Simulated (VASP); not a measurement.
Input of a VASP 6.6.1 run:

The input INCAR:

```
  PREC = Accurate
  ENCUT = 520
  EDIFF = 1E-6
  ISMEAR = -1
  SIGMA = 0.05
  LREAL = False
  LASPH = True
  NELM = 60
  ALGO = Normal
  ISIF = 2
  LWAVE = False
  LCHARG = False
  GGA = RP
  NBANDS = 16
```

File KPOINTS:

```
Automatic mesh
0
Gamma
  8 8 8
```

Contents of POSCAR:

```
GaSb
1.0
    0.0000000000      3.0792588685      3.0792588685
    3.0792588685      0.0000000000      3.0792588685
    3.0792588685      3.0792588685      0.0000000000
Sb Ga
1 1
Direct
    0.7500000000      0.7500000000      0.7500000000
    0.0000000000      0.0000000000      0.0000000000
```

Potentials or basis: VASP PAW PBE potentials, release 64 (Sb, Ga_d).

Command:

```console
$ cat potpaw_PBE.64/Sb/POTCAR potpaw_PBE.64/Ga_d/POTCAR > POTCAR
$ mpirun -np 1 vasp_std > vasp.out
```

(1) Predict the pressure.

(2) Predict the band gap on the k mesh.

Results:

(1) 2.9 GPa.

(2) zero (filled and empty bands touch).

Caveat: the PAW data sets were made with another functional, which shifts forces and pressure a little; spin-orbit coupling is left out, which moves the levels of the heavy elements.

**What was measured.**

From a printed reference work, data compilation, for a bulk crystal of GaSb at 4.2 K: band gap 0.811 eV (direct).

A measured gap of GaSb is 0.811 eV (direct; 4.2 K; a printed reference work, data compilation); the calculated 0.00 eV misses it by -0.81 eV. Spin-orbit coupling on Ga, Sb is left out. The value is that of RPBE on a finite k mesh, which can miss the band edges, without temperature or zero-point motion. Semilocal functionals fall short of measured gaps as a rule.
